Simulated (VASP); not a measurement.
Wanted: the native input for a VASP 6.6.1 run.

- Task: relaxation of cell and atoms
- Functional: PBEsol
- Potentials or basis: VASP PAW PBE potentials, release 64 (Be, Te)
- Cutoff: 600 eV
- k mesh: 8 × 8 × 8
- Occupations: gaussian, width 0.03 eV
- Spin: no spin polarisation
- Further INCAR settings: ALGO = Normal; EDIFF = 1e-06; IBRION = 2; EDIFFG = -0.01; NSW = 90; ISIF = 3

The structure of BeTe lies in POSCAR:

```
BeTe
1.0
    0.0000000000      2.7700000000      2.7700000000
    2.7700000000      0.0000000000      2.7700000000
    2.7700000000      2.7700000000      0.0000000000
Be Te
1 1
Direct
    0.0000000000      0.0000000000      0.0000000000
    0.2500000000      0.2500000000      0.2500000000
```

These files were run (other wordings do the same):

INCAR

```
SYSTEM = BeTe
PREC = Accurate ; ENCUT = 600
EDIFF = 1E-6 ; ISMEAR = 0
SIGMA = 0.03 ; LREAL = .FALSE.
LASPH = .TRUE. ; NELM = 80
ALGO = Normal ; ISIF = 3
LWAVE = .FALSE. ; LCHARG = .FALSE.
GGA = PS ; IBRION = 2
NSW = 90 ; EDIFFG = -0.01
KPAR = 4
```

KPOINTS

```
Automatic mesh
0
G
  8 8 8
  0 0 0
```

Potentials or basis: VASP PAW PBE potentials, release 64 (Be, Te).

Launch:

```console
$ cat potpaw_PBE.64/Be/POTCAR potpaw_PBE.64/Te/POTCAR > POTCAR
$ mpirun -np 4 vasp_std > vasp.out
```

Results of the run:

* Relaxed volume: 22.10 Å³/atom
* Relaxed cell: a = 3.968 Å, b = 3.968 Å, c = 3.968 Å, α = 60.00°, β = 60.00°, γ = 60.00°
* Space group after relaxing (to 0.05 Å): F-43m (No. 216)
* Energy gained by relaxing: 6.5 meV/atom
* Ionic steps: 3
* Pressure after relaxing: 0.0 GPa
* Band gap on the k mesh: 1.83 eV, indirect (least direct gap 3.59 eV)

Caveat: the PAW data sets were made with another functional, which shifts forces and pressure a little; spin-orbit coupling is left out, which moves the levels of the heavy elements.

Run time: 6.1 s on 4 MPI ranks on Intel(R) Xeon(R) 6975P-C (Granite Rapids), on a shared host, peak memory 0.18 GiB a rank.
